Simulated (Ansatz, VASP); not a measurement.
SnSe2 in VASP and in Ansatz

```
Sn Se
1.0
     3.65856    0.00000    0.00000
    -1.82928    3.16840    0.00000
     0.00000    0.00000    6.62796
Sn Se
1 2
Direct
  0.00000 0.00000 0.00000
  0.33333 0.66667 0.25000
  0.66667 0.33333 0.75000
```

Change from the starting cell: strain -0.040 along x and y, +0.080 along z, atoms carried along.

Alike in both runs: task single point; functional PBEsol; dispersion D3(BJ); k mesh 12 × 12 × 6; occupations gaussian, width 0.05 eV; no spin polarisation.

|  | VASP | Ansatz |
| --- | --- | --- |
| version | VASP 6.6.1 | Ansatz 0.2.0 |
| potentials or method | VASP PAW PBE potentials, release 64 (Sn_d, Se) | scalar-relativistic, plane waves, PAW |
| plane-wave cutoff (eV) | 520 | 420 |
| valence electrons in the cell | 26 | 46 |

|  | VASP | Ansatz | Ansatz less VASP |
| --- | --- | --- | --- |
| gap on the k mesh at the Fermi level (eV) | 0.18 | 0.18 | +0.003 |
| least direct gap on the mesh (eV) | 0.92 | 0.92 | +0.003 |
| pressure (GPa) | 0.9 | 0.7 | -0.13 |
| largest component of the traceless stress (GPa) | 4.53 | 4.56 | +0.028 |
| rms of the force components (eV/Å) | 0.071 | 0.082 | +0.0111 |

Atom by atom the forces differ by 0.011 eV/Å (rms over components). The two sets of potentials don't hold the same shells in valence.

Caveats: the PAW data sets were made with another functional, which shifts forces and pressure a little (VASP); spin-orbit coupling is left out, which moves the levels of the heavy elements; the cell's inner coordinates are idealised or old, which leaves forces on the atoms.
